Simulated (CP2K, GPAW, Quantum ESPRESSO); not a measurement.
**BaTiO3: energy against volume and a worked fit**

Space group Pm-3m (No. 221). a = 4.006 Å, b = 4.006 Å, c = 4.006 Å, α = 90.00°, β = 90.00°, γ = 90.00°
| atom | site | symmetry | x | y | z |
| --- | --- | --- | --- | --- | --- |
| Ba | 1b | m-3m | 0.5000 | 0.5000 | 0.5000 |
| Ti | 1a | m-3m | 0.0000 | 0.0000 | 0.0000 |
| O | 3d | 4/mm.m | 0.0000 | 0.0000 | 0.5000 |

The cell was scaled at fixed shape and fractions and run with CP2K, GTH_POTENTIALS Ba GTH-PADE-q10, Ti GTH-PADE-q12, O GTH-PADE-q6; TZVP-MOLOPT-PBE-GTH basis; LDA, k mesh 7 × 7 × 7 on the cell of 5 atoms, fermi-dirac occupations of 0.05 eV, no spin polarisation, no spin-orbit coupling. Energies are those that the program minimises, any entropy of the smearing included.

```csv
V (Å³/atom),energy over the lowest row (meV/atom)
12.0862,1.47
12.3434,0.00
12.6005,4.82
12.8577,?
13.1148,30.77
13.3720,50.70
13.6291,74.72
```

Fit the third-order Birch-Murnaghan form, give V0, B0 and B′, and predict the energy left open.

With y = (V0/V)^(2/3), E = E0 + (9 V0 B0/16) [(y - 1)³ B′ + (y - 1)² (6 - 4y)]. Least squares through the rows shown give V0 = 12.2710 Å³/atom, E0 = -0.25 meV, B0 = 192.8 GPa (1 eV/Å³ = 160.218 GPa) and B′ = 4.36, with a largest miss of 0.02 meV. At V = 12.8577 the form with these constants gives 15.28 meV; the run gave 15.28 meV an atom. Other set-ups at this level, from all their volumes (Å³/atom, GPa): GPAW, the program's PAW data sets (release 1.2.1) made for this functional: V0 12.305, B0 194.4; Quantum ESPRESSO, GBRV 1.5 LDA: V0 12.290, B0 195.9. Measured volume: 12.89 Å³/atom (pmc:7004307, doi:10.1371/journal.pone.0228644), so the fit lies -4.8 % from it. The runs are for a static lattice.
